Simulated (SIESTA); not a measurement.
Cu:

```
Cu
1.0
     0.00000    1.80750    1.80750
     1.80750    0.00000    1.80750
     1.80750    1.80750    0.00000
Cu
1
Cartesian
  0.0000 0.0000 0.0000
```

```yaml
Program: SIESTA 5.4.2
Task: relaxation of cell and atoms
Functional: LDA
Potentials_or_basis: PseudoDojo 0.4 standard (LDA files)
Basis: DZP (energy shift 0.003 Ry; two zetas on semicore shells)
Grid_cutoff: 800 Ry
Energy_shift: 0.003 Ry
k_mesh: 13 × 13 × 13
Occupations: fermi-dirac, width 0.05 eV
Spin: no spin polarisation
```

At the start: pressure -13.4 GPa; volume 11.81 Å³/atom.

Task: How do energy, volume and symmetry change on relaxing?

Result: Over 4 steps the energy falls by 44.0 meV/atom and the volume is 10.86 Å³/atom (-8.0 %); space group Fm-3m (No. 225, to 0.05 Å).

Step by step:
```
step  energy change (eV)  largest force (eV/Å)  pressure (GPa)  volume (Å³)
   1              0.0000                0.0000          -13.39        11.81
   2             -0.0326                0.0000           -7.56        11.32
   3             -0.0436                0.0000            1.65        10.77
   4             -0.0440                0.0000           -0.11        10.86
```

Final structure:
```
Cu
1.0
     0.00000    1.75777    1.75777
     1.75777    0.00000    1.75777
     1.75777    1.75777    0.00000
Cu
1
Direct
  0.00000 0.00000 0.00000
```

Caveat: short orbitals over semicore shells can move pressures by several GPa; the basis of atomic orbitals isn't converged, which shifts pressures, moduli and gaps.
